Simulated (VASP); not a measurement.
Write the native input for VASP 6.6.1 that does the following.

- Task: relaxation of the atoms
- Functional: PBE
- Potentials or basis: VASP PAW PBE potentials, release 64 (Si, C)
- Cutoff: 600 eV
- k mesh: 12 × 12 × 12
- Occupations: gaussian, width 0.03 eV
- Spin: no spin polarisation
- Further INCAR settings: ALGO = Fast; EDIFF = 1e-07; IBRION = 2; EDIFFG = -0.01; NSW = 40

The structure of SiC lies in POSCAR:

```
SiC                                     
1.0
    0.0000000000      2.0153279812      2.0153279812
    2.0153279812      0.0000000000      2.0153279812
    2.0153279812      2.0153279812      0.0000000000
  Si              C             
     1     1
Direct
     0.0000000000000000    0.0000000000000000    0.0000000000000000
     0.5000000000000000    0.5000000000000000    0.5000000000000000
```

The cell was built by a generator and needn't be a form met in nature.

The cell isn't the ideal one: a relaxed cell with its volume scaled by 0.98.

The input as run:

INCAR

```
PREC = Accurate ; ENCUT = 600
EDIFF = 1E-7 ; ISMEAR = 0
SIGMA = 0.03 ; LREAL = False
LASPH = True ; NELM = 80
ALGO = Fast ; ISIF = 2
LWAVE = False ; LCHARG = False
GGA = PE ; IBRION = 2
NSW = 40 ; EDIFFG = -0.01
```

KPOINTS

```
Automatic mesh
0
Gamma
  12 12 12
```

Potentials or basis: VASP PAW PBE potentials, release 64 (Si, C).

Run with:

```sh
$ cat potpaw_PBE.64/Si/POTCAR potpaw_PBE.64/C/POTCAR > POTCAR
$ mpirun -np 1 vasp_std > vasp.out
```

It gave:

The pressure after relaxing is 5.6 GPa and the band gap on the k mesh is none (metal or under the smearing width).

Caveat: the relaxation stopped at its first step, so nothing moved.

Wall time 4.8 s on 1 thread of Intel(R) Xeon(R) 6975P-C (Granite Rapids), on a shared host, peak memory 0.13 GiB.
